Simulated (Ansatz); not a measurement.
Runs of Ansatz 0.2.0 on Fe. The structure is orthorhombic, space group Fmmm (No. 69). The conventional cell has a = 2.997 Å, b = 3.883 Å, c = 3.930 Å, α = 90.00°, β = 90.00°, γ = 90.00°. Fe (site symmetry mmm) has 12 Fe at 2.45 to 2.76 Å as nearest neighbours. 

```csv
task,level,cell,points for each segment of the path,gap on the mesh (eV),pressure (GPa),moment (μB),relaxed volume (Å³/atom)
relaxation of cell and atoms,revPBE+D4,relaxed,-,none,0.0,(a),(c)
band structure,LDA,as given,14,none,(b),2.14,-
relaxation of cell and atoms,BLYP+D3(BJ),relaxed,-,none,0.0,2.08,11.09
relaxation of cell and atoms,revPBE+D3(BJ),relaxed,-,none,0.0,2.09,10.98
```

Alike in all rows: potentials or basis Ansatz PAW; spin collinear, ferromagnetic start; k mesh 13 × 13 × 13; cutoff (eV) 420; smearing fermi-dirac 0.05 eV.

Problem. Estimate the missing entries.

Solution. (a) 2.10; (b) -18.7; (c) 11.08.

Caveats: the PAW data sets come from PBE, with cores solved anew for the run's functional, which leaves a small shift of forces and pressure; the plane-wave basis is chosen anew once the cell has moved, so the energies of steps on either side of that aren't comparable (some runs); pairwise dispersion overbinds metals, which lowers pressure and volume (some runs); so large a pressure means that the cell lies far from this level's equilibrium, or that cutoff or potentials fall short (some runs).

A gap of «none» marks a metal or a gap under the smearing width.

Runs at the PBE level aren't shown here.
